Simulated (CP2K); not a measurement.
# CuO (Pm-3m) in CP2K: reference runs, part 2 of 2

CP2K 2026.2. The steps go on from the part before.

**3. Single point, PBE (atoms moved at random, drawn with an rms of 0.05 Å)**

File cuo_scf.inp:

```
&GLOBAL
  PROJECT cuo_scf
  RUN_TYPE ENERGY_FORCE
  PRINT_LEVEL LOW
&END GLOBAL
&FORCE_EVAL
  METHOD QS
  STRESS_TENSOR ANALYTICAL
  &DFT
    BASIS_SET_FILE_NAME BASIS_MOLOPT_UZH
    POTENTIAL_FILE_NAME POTENTIAL_UZH
    &MGRID
      CUTOFF 600
      REL_CUTOFF 60
      NGRIDS 4
    &END MGRID
    &QS
      METHOD GPW
      EPS_DEFAULT 1.0E-10
    &END QS
    &KPOINTS
      SCHEME MONKHORST-PACK 10 10 10
      GAMMA_CENTERED T
      SYMMETRY T
      SYMMETRY_BACKEND SPGLIB
    &END KPOINTS
    &SCF
      SCF_GUESS ATOMIC
      EPS_SCF 1.0E-6
      MAX_SCF 100
      ADDED_MOS 13
      CHOLESKY OFF
      EPS_EIGVAL 1.0E-7
      &DIAGONALIZATION ON
        ALGORITHM STANDARD
      &END DIAGONALIZATION
      &MIXING ON
        METHOD BROYDEN_MIXING
        ALPHA 0.4
        BETA 1.5
        NBUFFER 8
      &END MIXING
      &SMEAR ON
        METHOD FERMI_DIRAC
        ELECTRONIC_TEMPERATURE [K] 580.226
      &END SMEAR
    &END SCF
    &XC
      &XC_FUNCTIONAL
        &GGA_X_PBE
        &END GGA_X_PBE
        &GGA_C_PBE
        &END GGA_C_PBE
      &END XC_FUNCTIONAL
    &END XC
    &PRINT
      &KPOINTS ON
      &END KPOINTS
      &MULLIKEN ON
      &END MULLIKEN
      &MO ON
        ENERGIES T
        OCCUPATION_NUMBERS T
        &EACH
          QS_SCF 0
        &END EACH
        ADD_LAST NUMERIC
      &END MO
      &LOWDIN ON
      &END LOWDIN
      &HIRSHFELD ON
        SHAPE_FUNCTION DENSITY
      &END HIRSHFELD
      &E_DENSITY_CUBE ON
        STRIDE 2
      &END E_DENSITY_CUBE
      &V_HARTREE_CUBE ON
        STRIDE 2
      &END V_HARTREE_CUBE
      &ELF_CUBE ON
        STRIDE 2
      &END ELF_CUBE
    &END PRINT
  &END DFT
  &SUBSYS
    &CELL
      A 2.5525506100 0.0000000000 0.0000000000
      B 0.0000000000 2.5525506100 0.0000000000
      C 0.0000000000 0.0000000000 2.5525506100
      PERIODIC XYZ
    &END CELL
    &COORD
      SCALED
      Cu  0.0128940000 0.0027470000 -0.0036670000
      O   0.4837610000 0.5022690000 0.5003640000
    &END COORD
    &KIND Cu
      BASIS_SET TZVP-MOLOPT-PBE-GTH-q11
      POTENTIAL GTH-PBE-q11
    &END KIND
    &KIND O
      BASIS_SET TZVP-MOLOPT-PBE-GTH-q6
      POTENTIAL GTH-PBE-q6
    &END KIND
    &PRINT
      &ATOMIC_COORDINATES ON
      &END ATOMIC_COORDINATES
      &CELL ON
      &END CELL
      &SYMMETRY ON
      &END SYMMETRY
    &END PRINT
  &END SUBSYS
  &PRINT
    &FORCES ON
    &END FORCES
    &STRESS_TENSOR ON
    &END STRESS_TENSOR
  &END PRINT
&END FORCE_EVAL
```

Potentials or basis: POTENTIAL_UZH Cu GTH-PBE-q11, O GTH-PBE-q6; TZVP-MOLOPT-PBE-GTH basis.

On the command line:

```bash
$ OMP_NUM_THREADS=2 cp2k.psmp -i cuo_scf.inp -o cuo_scf.out
```

cuo_scf.out:

```text

 CP2K| version string:                                       CP2K version 2026.2
 CP2K| Input file name                                               cuo_scf.inp

 GLOBAL| Force Environment number                                              1
 GLOBAL| Basis set file name                                    BASIS_MOLOPT_UZH
 GLOBAL| Potential file name                                       POTENTIAL_UZH
 GLOBAL| MM Potential file name                                     MM_POTENTIAL
 GLOBAL| Coordinate file name                                      __STD_INPUT__
 GLOBAL| Method name                                                        CP2K
 GLOBAL| Project name                                                    cuo_scf
 GLOBAL| Run type                                                   ENERGY_FORCE
 GLOBAL| FFT library                                                       FFTW3
[... 5 lines left out ...]
 GLOBAL| Global print level                                                  LOW
 GLOBAL| Total number of message passing processes                             1
 GLOBAL| Number of threads for this process                                    2
 GLOBAL| CPU model name                                                  UNKNOWN

 CELL| Volume [angstrom^3]:                                            16.631181
 CELL| Vector a [angstrom]:       2.553     0.000     0.000   |a| =     2.552551
 CELL| Vector b [angstrom]:       0.000     2.553     0.000   |b| =     2.552551
 CELL| Vector c [angstrom]:       0.000     0.000     2.553   |c| =     2.552551
 CELL| Angle (b,c), alpha [degree]:                                    90.000000
 CELL| Angle (a,c), beta  [degree]:                                    90.000000
 CELL| Angle (a,b), gamma [degree]:                                    90.000000
 CELL| Numerically orthorhombic:                                             YES
[... 577 lines left out ...]

 !-----------------------------------------------------------------------------!
                           Hirshfeld Charges

  #Atom  Element  Kind  Ref Charge     Population                    Net charge
      1       Cu     1      11.000         10.840                         0.160
      2       O      2       6.000          6.160                        -0.160

  Total Charge                                                            0.000
 !-----------------------------------------------------------------------------!

 LOWDIN POPULATION ANALYSIS

 #  Atom  Element  Kind  Atomic population                           Net charge
       1     Cu       1         11.888136                             -0.888136
       2     O        2          5.111864                              0.888136
 # Total charge                             17.000000                 -0.000000

               ----- ELF is computed on the real space grid -----

 ELF is written in Cube    file format to the file:

 cuo_scf-ELF_S1-1_0.cube

 ENERGY| Total FORCE_EVAL ( QS ) energy [hartree]            -63.747079711433045

 FORCES| Atomic forces [hartree/bohr]
 FORCES|   Atom     x               y               z               |f|
 FORCES|      1 -3.90947123E-03 -4.51844427E-04  1.06664204E-03   4.07748132E-03
 FORCES|      2  3.20018948E-03 -3.98862844E-04 -6.71697069E-04   3.29415865E-03
 FORCES| Sum    -7.09281749E-04 -8.50707271E-04  3.94944966E-04
 FORCES| Total atomic force                                       1.17591028E-03

 STRESS| Analytical stress tensor [bar]
 STRESS|                        x                   y                   z
 STRESS|      x        2.44575821458E+05   4.61883820747E+01  -3.90822356222E+02
 STRESS|      y        4.61883820747E+01   2.46493546697E+05  -7.85417653812E+00
 STRESS|      z       -3.90822356222E+02  -7.85417653812E+00   2.46607107417E+05
 STRESS| 1/3 Trace                                             2.45892158524E+05
 STRESS| Determinant                                           1.48670070767E+16

 STRESS| Eigenvectors and eigenvalues of the analytical stress tensor [bar]
 STRESS|                        1                   2                   3
 STRESS| Eigenvalues   2.44502250186E+05   2.46493119391E+05   2.46681105995E+05
 STRESS|      x           0.982970495688      0.005889231806     -0.183669054433
 STRESS|      y          -0.022080570621      0.996030108283     -0.086234980108
 STRESS|      z           0.182432050388      0.088821958669      0.979198246858
```

It took 2.9 min on 2 threads of Arm Neoverse V2, shared host; peak memory 0.5 GiB.

Results:

| Quantity | Value |
| --- | --- |
| Free energy | -1734.6463 eV |
| Pressure | 24.6 GPa |
| Largest force | 0.210 eV/Å |
| Band gap on the k mesh | none (metal or under the smearing width) |
| Mulliken charges | Cu +0.86; O -0.86 e |
| Hirshfeld charges | Cu +0.16; O -0.16 e |

Forces on the atoms (eV/Å):
```
Cu  -0.201 -0.023  0.055
O    0.165 -0.021 -0.035
```

Stress tensor (GPa, compression positive):
```
24.46  0.00 -0.04
 0.00 24.65  0.00
-0.04  0.00 24.66
```

Levels at points of the mesh, in eV from the Fermi level:
```csv
k point,band 5,band 6,band 7,band 8,band 9,band 10,band 11,band 12,band 13,band 14
"(0.00, 0.00, 0.00)",-2.28,-2.09,-1.74,-1.66,-1.66,1.11,17.27,17.86,20.55,20.56
"(0.00, 0.00, 0.50)",-3.47,-1.66,-1.28,0.41,0.47,6.81,8.54,18.19,18.29,20.22
"(0.00, 0.50, 0.00)",-3.47,-1.66,-1.28,0.41,0.47,6.81,8.54,18.20,18.29,20.22
"(0.00, 0.50, 0.50)",-2.33,-2.26,-2.26,-1.30,-1.04,5.50,11.93,11.93,20.23,25.26
"(0.50, 0.00, 0.00)",-3.48,-1.67,-1.25,0.45,0.45,6.78,8.56,18.22,18.22,20.21
"(0.50, 0.00, 0.50)",-2.37,-2.27,-2.26,-1.29,-1.04,5.48,11.92,11.96,20.26,25.22
"(0.50, 0.50, 0.00)",-2.37,-2.27,-2.26,-1.29,-1.04,5.48,11.92,11.96,20.26,25.22
"(0.50, 0.50, 0.50)",-1.26,-1.25,0.37,0.37,0.40,6.93,6.97,6.97,14.03,23.78
```

Caveat: Mulliken charges move with the basis; the basis of atomic orbitals isn't converged, which shifts pressures, moduli and gaps; an odd number of electrons without spin polarisation forces a metal; a magnetic or distorted state may lie lower; the run has no spin polarisation, though such a crystal can be magnetic; semilocal functionals often make such compounds metallic where correlation or magnetic order opens a gap, which also shifts bond lengths.
